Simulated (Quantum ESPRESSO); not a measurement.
# Sb (Pm-3m) in Quantum ESPRESSO: settings compared, part 2 of 2

Quantum ESPRESSO 7.5. Earlier steps stand in the parts before.

### Step 4. Band structure, PBEsol

Input file pw.in:

```
&CONTROL
  calculation = 'scf'
  prefix = 'pwscf'
  outdir = './tmp'
  pseudo_dir = './pseudo'
  tprnfor = .true.
  tstress = .true.
  disk_io = 'low'
/
&SYSTEM
  ibrav = 0
  nat = 1
  ntyp = 1
  ecutwfc = 45
  ecutrho = 360
  nbnd = 13
  occupations = 'smearing'
  smearing = 'fd'
  degauss = 0.00367493
/
&ELECTRONS
  conv_thr = 2d-10
  electron_maxstep = 120
  mixing_beta = 0.5
/
ATOMIC_SPECIES
Sb   121.7600 sb_pbesol_v1.4.uspp.F.UPF
CELL_PARAMETERS angstrom
   3.1600000000    0.0000000000    0.0000000000
   0.0000000000    3.1600000000    0.0000000000
   0.0000000000    0.0000000000    3.1600000000
ATOMIC_POSITIONS crystal
Sb     0.0000000000    0.0000000000    0.0000000000
K_POINTS automatic
8 8 8 0 0 0
```

Input file bands.in:

```
&CONTROL
  calculation = 'bands'
  prefix = 'pwscf'
  outdir = './tmp'
  pseudo_dir = './pseudo'
  disk_io = 'low'
  verbosity = 'high'
/
&SYSTEM
  ibrav = 0
  nat = 1
  ntyp = 1
  ecutwfc = 45
  ecutrho = 360
  nbnd = 13
  occupations = 'smearing'
  smearing = 'fd'
  degauss = 0.00367493
/
&ELECTRONS
  conv_thr = 1d-08
  electron_maxstep = 120
  mixing_beta = 0.5
  diago_full_acc = .true.
  startingwfc = 'random'
/
ATOMIC_SPECIES
Sb   121.7600 sb_pbesol_v1.4.uspp.F.UPF
CELL_PARAMETERS angstrom
   3.1600000000    0.0000000000    0.0000000000
   0.0000000000    3.1600000000    0.0000000000
   0.0000000000    0.0000000000    3.1600000000
ATOMIC_POSITIONS crystal
Sb     0.0000000000    0.0000000000    0.0000000000
K_POINTS crystal
60
 0.0000000000  0.0000000000  0.0000000000 1
 0.0000000000  0.0714285714  0.0000000000 1
 0.0000000000  0.1428571429  0.0000000000 1
 0.0000000000  0.2142857143  0.0000000000 1
 0.0000000000  0.2857142857  0.0000000000 1
 0.0000000000  0.3571428571  0.0000000000 1
 0.0000000000  0.4285714286  0.0000000000 1
 0.0000000000  0.5000000000  0.0000000000 1
 0.0714285714  0.5000000000  0.0000000000 1
 0.1428571429  0.5000000000  0.0000000000 1
 0.2142857143  0.5000000000  0.0000000000 1
 0.2857142857  0.5000000000  0.0000000000 1
 0.3571428571  0.5000000000  0.0000000000 1
 0.4285714286  0.5000000000  0.0000000000 1
 0.5000000000  0.5000000000  0.0000000000 1
 0.4545454545  0.4545454545  0.0000000000 1
 0.4090909091  0.4090909091  0.0000000000 1
 0.3636363636  0.3636363636  0.0000000000 1
 0.3181818182  0.3181818182  0.0000000000 1
 0.2727272727  0.2727272727  0.0000000000 1
 0.2272727273  0.2272727273  0.0000000000 1
 0.1818181818  0.1818181818  0.0000000000 1
 0.1363636364  0.1363636364  0.0000000000 1
 0.0909090909  0.0909090909  0.0000000000 1
 0.0454545455  0.0454545455  0.0000000000 1
 0.0000000000  0.0000000000  0.0000000000 1
 0.0357142857  0.0357142857  0.0357142857 1
 0.0714285714  0.0714285714  0.0714285714 1
 0.1071428571  0.1071428571  0.1071428571 1
 0.1428571429  0.1428571429  0.1428571429 1
 0.1785714286  0.1785714286  0.1785714286 1
 0.2142857143  0.2142857143  0.2142857143 1
 0.2500000000  0.2500000000  0.2500000000 1
 0.2857142857  0.2857142857  0.2857142857 1
 0.3214285714  0.3214285714  0.3214285714 1
 0.3571428571  0.3571428571  0.3571428571 1
 0.3928571429  0.3928571429  0.3928571429 1
 0.4285714286  0.4285714286  0.4285714286 1
 0.4642857143  0.4642857143  0.4642857143 1
 0.5000000000  0.5000000000  0.5000000000 1
 0.4545454545  0.5000000000  0.4545454545 1
 0.4090909091  0.5000000000  0.4090909091 1
 0.3636363636  0.5000000000  0.3636363636 1
 0.3181818182  0.5000000000  0.3181818182 1
 0.2727272727  0.5000000000  0.2727272727 1
 0.2272727273  0.5000000000  0.2272727273 1
 0.1818181818  0.5000000000  0.1818181818 1
 0.1363636364  0.5000000000  0.1363636364 1
 0.0909090909  0.5000000000  0.0909090909 1
 0.0454545455  0.5000000000  0.0454545455 1
 0.0000000000  0.5000000000  0.0000000000 1
 0.5000000000  0.5000000000  0.0000000000 1
 0.5000000000  0.5000000000  0.0625000000 1
 0.5000000000  0.5000000000  0.1250000000 1
 0.5000000000  0.5000000000  0.1875000000 1
 0.5000000000  0.5000000000  0.2500000000 1
 0.5000000000  0.5000000000  0.3125000000 1
 0.5000000000  0.5000000000  0.3750000000 1
 0.5000000000  0.5000000000  0.4375000000 1
 0.5000000000  0.5000000000  0.5000000000 1
```

Potentials or basis: GBRV 1.5 PBEsol.

Command:

```sh
$ OMP_NUM_THREADS=1 mpirun -n 2 pw.x -nk 2 -in pw.in > pw.out
$ OMP_NUM_THREADS=1 mpirun -n 2 pw.x -nk 2 -in bands.in > bands.out
```

pw.out:

```text
This program is part of the open-source Quantum ESPRESSO suite
     for quantum simulation of materials; please cite
[... 13 lines left out ...]
     --------------------
     sticks:   dense  smooth     PW     G-vecs:    dense   smooth      PW
     Sum        1033     509    169                24573     8709    1575

     Using Slab Decomposition

     bravais-lattice index     =            0
     lattice parameter (alat)  =       5.9715  a.u.
     unit-cell volume          =     212.9403 (a.u.)^3
     number of atoms/cell      =            1
     number of atomic types    =            1
     number of electrons       =        15.00
     number of Kohn-Sham states=           13
     kinetic-energy cutoff     =      45.0000  Ry
     charge density cutoff     =     360.0000  Ry
     scf convergence threshold =      2.0E-10
     mixing beta               =       0.5000
     number of iterations used =            8  plain     mixing
     Exchange-correlation= SLA  PW   PSX  PSC
                           (   1   4  10   8   0   0   0)

     celldm(1)=   5.971535  celldm(2)=   0.000000  celldm(3)=   0.000000
     celldm(4)=   0.000000  celldm(5)=   0.000000  celldm(6)=   0.000000

     crystal axes: (cart. coord. in units of alat)
               a(1) = (   1.000000   0.000000   0.000000 )
               a(2) = (   0.000000   1.000000   0.000000 )
               a(3) = (   0.000000   0.000000   1.000000 )

     reciprocal axes: (cart. coord. in units 2 pi/alat)
               b(1) = (  1.000000  0.000000  0.000000 )
               b(2) = (  0.000000  1.000000  0.000000 )
               b(3) = (  0.000000  0.000000  1.000000 )

     PseudoPot. # 1 for Sb read from file:
     sb_pbesol_v1.4.uspp.F.UPF
     Pseudo is Ultrasoft + core correction, Zval = 15.0
[... 60 lines left out ...]

     Smooth grid:     8709 G-vectors     FFT dimensions: (  25,  25,  25)

     Check: negative core charge=   -0.000003

     Initial potential from superposition of free atoms

     starting charge      14.0000, renormalised to      15.0000
     Starting wfcs are    9 randomized atomic wfcs +    4 random wfcs

     Self-consistent Calculation

     iteration #  1     ecut=    45.00 Ry     beta= 0.50
     Davidson diagonalization with overlap
     ethr =  1.00E-02,  avg # of iterations =  6.0

     total energy              =    -184.37692468 Ry
     estimated scf accuracy    <       1.05743939 Ry
[... 50 lines left out ...]
     iteration #  9     ecut=    45.00 Ry     beta= 0.50
     Davidson diagonalization with overlap
     ethr =  2.48E-12,  avg # of iterations =  2.0

     End of self-consistent calculation

          k = 0.0000 0.0000 0.0000 (  1045 PWs)   bands (ev):

   -19.9350 -19.9350 -19.7896 -19.7896 -19.7896  -2.8656  12.2471  12.2471
    12.2471  16.1982  16.1982  16.9142  28.5325
[... 163 lines left out ...]
   -19.8672 -19.8601 -19.8601 -19.7475 -19.7276   3.5356   7.2629   7.2629
     8.8342  13.2740  14.8719  14.8719  17.3965

          k =-0.5000-0.5000-0.5000 (  1064 PWs)   bands (ev):

   -19.8664 -19.8664 -19.8664 -19.7272 -19.7272   4.2291   7.6248   7.6248
     7.6248  14.0733  14.0733  14.0733  16.1471

     the Fermi energy is     9.0647 ev

!    total energy              =    -184.59465304 Ry
     estimated scf accuracy    <          2.6E-12 Ry
     smearing contrib. (-TS)   =      -0.00053470 Ry
     internal energy E=F+TS    =    -184.59411834 Ry

     The total energy is F=E-TS. E is the sum of the following terms:
     one-electron contribution =     -84.12240600 Ry
     hartree contribution      =      49.96136969 Ry
     xc contribution           =     -43.52723947 Ry
     ewald contribution        =    -106.90584257 Ry

     convergence has been achieved in   9 iterations

     Forces acting on atoms (cartesian axes, Ry/au):

     atom    1 type  1   force =     0.00000000    0.00000000    0.00000000

     Total force =     0.000000     Total SCF correction =     0.000000

     Computing stress (Cartesian axis) and pressure

          total   stress  (Ry/bohr**3)                   (kbar)     P=      -48.47
  -0.00032949   0.00000000   0.00000000          -48.47        0.00        0.00
   0.00000000  -0.00032949   0.00000000            0.00      -48.47        0.00
   0.00000000   0.00000000  -0.00032949            0.00        0.00      -48.47

=------------------------------------------------------------------------------=
   JOB DONE.
=------------------------------------------------------------------------------=
```

Wall time 7.6 s (2 MPI ranks of Arm Neoverse V2, shared host); peak memory 0.18 GiB.

Results:

```
Free energy            : -2511.5382 eV
Pressure               : -4.8 GPa
Band gap on the k mesh : none (metal or under the smearing width)
```

Levels at the corners of the path, in eV from the Fermi level:
| point | band 6 | band 7 | band 8 | band 9 | band 10 | band 11 |
| --- | --- | --- | --- | --- | --- | --- |
| Γ | -11.93 | 3.18 | 3.18 | 3.18 | 7.13 | 7.13 |
| X | -9.70 | -5.16 | 5.01 | 5.01 | 9.38 | 10.51 |
| M | -7.38 | -3.23 | -3.23 | 2.40 | 6.82 | 13.32 |
| Γ | -11.93 | 3.18 | 3.18 | 3.18 | 7.13 | 7.13 |
| R | -4.84 | -1.44 | -1.44 | -1.44 | 5.01 | 5.01 |
| X | -9.70 | -5.16 | 5.01 | 5.01 | 9.38 | 10.51 |
| M | -7.38 | -3.23 | -3.23 | 2.40 | 6.82 | 13.32 |
| R | -4.84 | -1.44 | -1.44 | -1.44 | 5.01 | 5.01 |

Caveat: spin-orbit coupling is left out, which moves the levels of the heavy elements.

### Step 5. Single point, LDA, 29.66 Å³/atom

pw.in, as its differences from that of step 4:

```diff
@@ -7,3 +7,3 @@
   tstress = .true.
-  disk_io = 'low'
+  disk_io = 'nowf'
 /
@@ -26,7 +26,7 @@
 ATOMIC_SPECIES
-Sb   121.7600 sb_pbesol_v1.4.uspp.F.UPF
+Sb   121.7600 sb_lda_v1.4.uspp.F.UPF
 CELL_PARAMETERS angstrom
-   3.1600000000    0.0000000000    0.0000000000
-   0.0000000000    3.1600000000    0.0000000000
-   0.0000000000    0.0000000000    3.1600000000
+   3.0954921035    0.0000000000    0.0000000000
+   0.0000000000    3.0954921035    0.0000000000
+   0.0000000000    0.0000000000    3.0954921035
 ATOMIC_POSITIONS crystal
```

Potentials or basis: GBRV 1.5 LDA.

Command:

```sh
$ OMP_NUM_THREADS=1 mpirun -n 2 pw.x -nk 2 -in pw.in > pw.out
```

It took 3.1 s on 2 MPI ranks of Arm Neoverse V2, shared host; peak memory 0.18 GiB.

The run converged. Its results:

```yaml
Free_energy: -2511.1331 eV
Pressure: -3.0 GPa
Band_gap_on_the_k_mesh: none (metal or under the smearing width)
```

### Step 6. Single point, LDA, 30.29 Å³/atom

pw.in, as its differences from that of step 5:

```diff
@@ -28,5 +28,5 @@
 CELL_PARAMETERS angstrom
-   3.0954921035    0.0000000000    0.0000000000
-   0.0000000000    3.0954921035    0.0000000000
-   0.0000000000    0.0000000000    3.0954921035
+   3.1172920620    0.0000000000    0.0000000000
+   0.0000000000    3.1172920620    0.0000000000
+   0.0000000000    0.0000000000    3.1172920620
 ATOMIC_POSITIONS crystal
```

Potentials or basis: GBRV 1.5 LDA.

Command:

```sh
$ OMP_NUM_THREADS=1 mpirun -n 2 pw.x -nk 2 -in pw.in > pw.out
```

Run time: 3.1 s. Hardware: 2 MPI ranks of Arm Neoverse V2, shared host; peak memory 0.18 GiB.

The run converged. Its results:

- Free energy: -2511.1203 eV
- Pressure: -4.1 GPa
- Band gap on the k mesh: none (metal or under the smearing width)

### Step 7. Single point, LDA, 30.92 Å³/atom

pw.in, as its differences from that of step 6:

```diff
@@ -28,5 +28,5 @@
 CELL_PARAMETERS angstrom
-   3.1172920620    0.0000000000    0.0000000000
-   0.0000000000    3.1172920620    0.0000000000
-   0.0000000000    0.0000000000    3.1172920620
+   3.1387913073    0.0000000000    0.0000000000
+   0.0000000000    3.1387913073    0.0000000000
+   0.0000000000    0.0000000000    3.1387913073
 ATOMIC_POSITIONS crystal
```

Command:

```sh
$ OMP_NUM_THREADS=1 mpirun -n 2 pw.x -nk 2 -in pw.in > pw.out
```

It took 3.2 s on 2 MPI ranks of Arm Neoverse V2, shared host; peak memory 0.18 GiB.

Results (log left out):

| Property | Result |
| --- | --- |
| Free energy | -2511.1032 eV |
| Pressure | -5.0 GPa |
| Band gap on the k mesh | none (metal or under the smearing width) |

### Step 8. Single point, LDA, 31.55 Å³/atom

pw.in, as its differences from that of step 7:

```diff
@@ -28,5 +28,5 @@
 CELL_PARAMETERS angstrom
-   3.1387913073    0.0000000000    0.0000000000
-   0.0000000000    3.1387913073    0.0000000000
-   0.0000000000    0.0000000000    3.1387913073
+   3.1600000000    0.0000000000    0.0000000000
+   0.0000000000    3.1600000000    0.0000000000
+   0.0000000000    0.0000000000    3.1600000000
 ATOMIC_POSITIONS crystal
```

Command:

```sh
$ OMP_NUM_THREADS=1 mpirun -n 2 pw.x -nk 2 -in pw.in > pw.out
```

Run time: 3.5 s. Hardware: 2 MPI ranks of Arm Neoverse V2, shared host; peak memory 0.18 GiB.

It converged, with:

| Property | Result |
| --- | --- |
| Free energy | -2511.0826 eV |
| Pressure | -5.9 GPa |
| Band gap on the k mesh | none (metal or under the smearing width) |

### Step 9. Single point, LDA, 32.19 Å³/atom

pw.in, as its differences from that of step 8:

```diff
@@ -28,5 +28,5 @@
 CELL_PARAMETERS angstrom
-   3.1600000000    0.0000000000    0.0000000000
-   0.0000000000    3.1600000000    0.0000000000
-   0.0000000000    0.0000000000    3.1600000000
+   3.1809277622    0.0000000000    0.0000000000
+   0.0000000000    3.1809277622    0.0000000000
+   0.0000000000    0.0000000000    3.1809277622
 ATOMIC_POSITIONS crystal
```

Potentials or basis: GBRV 1.5 LDA.

Command:

```sh
$ OMP_NUM_THREADS=1 mpirun -n 2 pw.x -nk 2 -in pw.in > pw.out
```

It took 3.5 s on 2 MPI ranks of Arm Neoverse V2, shared host; peak memory 0.18 GiB.

Results (log left out):

```
Free energy            : -2511.0588 eV
Pressure               : -6.6 GPa
Band gap on the k mesh : none (metal or under the smearing width)
```

### Step 10. Single point, LDA, 32.82 Å³/atom

pw.in, as its differences from that of step 9:

```diff
@@ -28,5 +28,5 @@
 CELL_PARAMETERS angstrom
-   3.1809277622    0.0000000000    0.0000000000
-   0.0000000000    3.1809277622    0.0000000000
-   0.0000000000    0.0000000000    3.1809277622
+   3.2015837161    0.0000000000    0.0000000000
+   0.0000000000    3.2015837161    0.0000000000
+   0.0000000000    0.0000000000    3.2015837161
 ATOMIC_POSITIONS crystal
```

Command:

```sh
$ OMP_NUM_THREADS=1 mpirun -n 2 pw.x -nk 2 -in pw.in > pw.out
```

Wall time 3.6 s (2 MPI ranks of Arm Neoverse V2, shared host); peak memory 0.18 GiB.

Results (log left out):

```yaml
Free_energy: -2511.0323 eV
Pressure: -7.3 GPa
Band_gap_on_the_k_mesh: none (metal or under the smearing width)
```

### Step 11. Single point, LDA, 33.45 Å³/atom

pw.in, as its differences from that of step 10:

```diff
@@ -28,5 +28,5 @@
 CELL_PARAMETERS angstrom
-   3.2015837161    0.0000000000    0.0000000000
-   0.0000000000    3.2015837161    0.0000000000
-   0.0000000000    0.0000000000    3.2015837161
+   3.2219765189    0.0000000000    0.0000000000
+   0.0000000000    3.2219765189    0.0000000000
+   0.0000000000    0.0000000000    3.2219765189
 ATOMIC_POSITIONS crystal
```

Command:

```sh
$ OMP_NUM_THREADS=1 mpirun -n 2 pw.x -nk 2 -in pw.in > pw.out
```

It took 4.5 s on 2 MPI ranks of Arm Neoverse V2, shared host; peak memory 0.18 GiB.

It converged, with:

```yaml
Free_energy: -2511.0033 eV
Pressure: -7.8 GPa
Band_gap_on_the_k_mesh: none (metal or under the smearing width)
```

### Step 12. Equation of state, LDA

Potentials or basis: GBRV 1.5 LDA.

This step only gathers the single runs of the series.

What came out:

```yaml
Equilibrium_volume: "28.41 Å³/atom (rough: see the caveat)"
Bulk_modulus: 70 GPa (rough)
```

Energy against volume, from the lowest point:
```
volume (Å³/atom)  energy (meV/atom)
          29.661               0.00
          30.292              12.87
          30.923              29.94
          31.554              50.58
          32.186              74.35
          32.817             100.86
          33.448             129.82
```

Caveat: the minimum lies outside the volumes run. The run has no spin-orbit coupling, so splittings on Sb are missing.

### Step 13. The reference run

An earlier run on the cell as given: functional PBEsol; potentials or basis GBRV 1.5 PBEsol; cutoff 612 eV; density cutoff 4898 eV; k mesh 8 × 8 × 8; occupations fermi-dirac, width 0.05 eV; no spin polarisation.

- Pressure: -4.8 GPa
- Band gap on the k mesh: none (metal or under the smearing width)

### Step 14. The runs side by side

| task | level | potentials or basis | form of the LDA correlation | gap on the mesh (eV) | pressure (GPa) |
| --- | --- | --- | --- | --- | --- |
| band structure | PBEsol | GBRV 1.5 PBEsol | - | none | -4.8 |
| equation of state | LDA | GBRV 1.5 LDA | PZ81 | - | - |
| single point | PBEsol | GBRV 1.5 PBEsol | - | none | -4.8 |

Alike in all rows: no spin polarisation; cell as given; k mesh 8 × 8 × 8; cutoff (eV) 612; smearing fermi-dirac 0.05 eV.

Caveats: spin-orbit coupling is left out, which moves the levels of the heavy elements (some runs); the minimum lies outside the volumes run (some runs).

Total energies depend on the potentials used, so only differences within one code and one set of settings carry meaning.
